## The decision

Suppose selenium is to be screened as a light absorber, and its band gap is to come from a calculation that also relaxes the crystal. The choice of functional then moves the gap from 0.24 to 1.34 eV, which is the difference between an absorber that reaches into the mid-infrared and one that takes in little more than visible and near-infrared light. Before choosing, one has to know what moves the gap: the cell that the functional produces, or the functional's own description of the electrons. The first fault can be cured by a better cell, the second can't.

Trigonal selenium, computed with Ansatz 0.2.0 (DFT, plane-wave PAW) in cells relaxed at each level; scalar-relativistic except for PBE+SOC, which includes spin-orbit coupling. The cutoff is 420 eV (r2SCAN 500 eV), the k mesh 12 × 12 × 8 (r2SCAN and PBE+SOC 6 × 6 × 6) and the Gaussian smearing 0.05 eV. Gaps are Kohn-Sham gaps.

```
compound    level  volume (Å³/atom)  measured volume (Å³/atom)  volume error (%)  gap (eV)
      Se      LDA             23.04                       27.3             -15.5      0.24
      Se   PBEsol             24.11                       27.3             -11.6      0.39
      Se      PBE             29.79                       27.3               9.3      1.03
      Se   r2SCAN             29.29                       27.3               7.4      1.34
      Se  PBE+SOC             29.52                       27.3               8.3      0.97
```

The volume is given per atom, and its error is relative to the measured volume. From LDA through PBEsol to PBE, volume and gap rise together. This suggests a simple explanation: a larger cell gives a larger gap, and nothing else matters. The r2SCAN row puts it to the test.

## Two limits of a chain crystal

Trigonal selenium consists of helical chains. Each atom has two strong bonds within its chain and four weaker contacts to neighbouring chains. Imagine first that the chains are pulled far apart. Electrons can no longer pass from chain to chain, the bands are flat across the chains, and the gap is that of a single chain.

Now push the chains together until the contacts are as short as the bonds. Each atom then has six equal neighbours, and its four p electrons share three equivalent p orbitals. The bands are partly filled and the crystal is a metal. Real selenium lies between these limits, so theory leads us to expect a smaller gap when the chains move closer.

## Where the volume changes

It is tempting to think that a functional that binds too strongly shortens all distances alike. The cell edges from the same calculations refute this. Let $a$ be the distance between neighbouring chain axes and $c$ the repeat length along a chain. From LDA to PBE, $a$ grows by 15 %, while $c$ shrinks by about 1 %.

The volume per atom is $V=\sqrt{3}\,a^2c/6$. If only the spacing changes, $a$ must follow the square root of the volume. Starting from the PBE cell, this gives 3.98 Å for LDA, close to the computed 3.95 Å; equal scaling of both edges would give 4.15 Å. The large differences in volume are therefore differences in the packing of the chains.

The reason is well understood in general terms. LDA exaggerates the attraction between weakly overlapping neighbours, whereas PBE lacks the long-range dispersion attraction. Strong bonds within a chain hide such faults, but the soft contacts between chains expose them.

## First explanation: the cell alone

As the simplest trial, the gap $E_g$ is taken as linear in $a$:

$$E_g \approx E_0 + s\,a .$$

A least-squares fit to the LDA, PBEsol and PBE rows gives a slope $s$ of about 1.36 eV/Å and meets all three gaps within 0.02 eV. That looks convincing, but two constants have been fitted to three points. Moreover, the LDA and PBEsol gaps come out about 0.05 eV larger when read on the regular mesh of k points alone, so the closeness of the fit shouldn't be overrated.

The r2SCAN row was not part of the fit. Its spacing is 4.510 Å, against 4.523 Å for PBE. The line therefore predicts a change in gap of

$$1.36\times(4.510-4.523)\approx-0.02\ \text{eV}.$$

The calculation gives a rise of 0.31 eV instead. With almost the same packing, the gap has opened by nearly a third of its PBE value, so the chain spacing can't be the whole story.

## Second explanation: the functional alone

One might now swing to the other extreme and credit the whole trend to the functional. For the step from PBE to r2SCAN this is the natural reading. The potential in r2SCAN depends on the orbitals through their kinetic-energy density, and such functionals usually separate filled and empty states more than PBE does.

For the step from LDA to PBE the case is weak. At equal geometry, LDA and gradient-corrected functionals normally give similar gaps in solids of this kind, yet here PBE lies 0.79 eV above LDA. The bands point to the packing. Along a line of wave vectors that, judged by its degeneracies, runs across the chains, the lowest 4p valence band spreads over 2.1 eV in LDA but only 1.0 eV in PBE.

This spread is a guide to how easily electrons pass between chains, though a rough one: the level at which the band starts is single in LDA but a degenerate pair in PBE. In r2SCAN the spread is 1.1 eV, almost as in PBE, although the gap is clearly larger. Close packing thus goes with broad bands and a small gap, while r2SCAN opens the gap at nearly unchanged breadth.

## The verdict: two causes in sequence

The explanation that best fits the evidence has two parts. From LDA to PBE the gap opens mainly because the chains move apart; from PBE to r2SCAN it probably opens mainly because the functional treats the electrons differently. The second part rests on a comparison of nearly equal, but not identical, cells: $c$ is about 1 % shorter in r2SCAN. The bond lengths within the chains weren't compared, and a small difference there could contribute to the gap as well. The first rests on the band spread and on general experience, since cell and functional change together in those rows. The fitted slope may therefore contain a contribution from the functional and isn't a pure response to compression.

In the tabulated gap, spin-orbit coupling plays a small part at most. Adding it to PBE lowers the gap by 0.06 eV, but the chain spacing differs as well, and the line assigns more than half of the change to that. The two volumes differ by only 0.9 %, which in so soft a crystal may come from the relaxation itself. For a light absorber the direct gap matters too, and its smallest value on the k mesh falls further, by 0.18 eV, though the two meshes differ.

## What to use

For the volume, r2SCAN has the smallest error, but its cell is still 7.4 % too large. Its lead over PBE is only about two percentage points. The measured volume also includes thermal expansion, which the calculations lack, so the true excess of both is somewhat greater than the table suggests. LDA and PBEsol err in the opposite direction and by more; they also used atomic datasets made for PBE.

For the gap, r2SCAN comes closest to experiment, but the measured value is roughly 2 eV (a recalled figure), and every level in the table falls well short of it, as Kohn-Sham gaps from such functionals usually do. Part of the r2SCAN gap probably comes from chains that stand too far apart, so a correct cell would be likely to lower it. The sound order of work is to settle the chain spacing first, from a measured structure or with dispersion included, and only then to compare functionals in that one cell. The same order suits other solids in which strongly bonded units are held together by weak contacts.
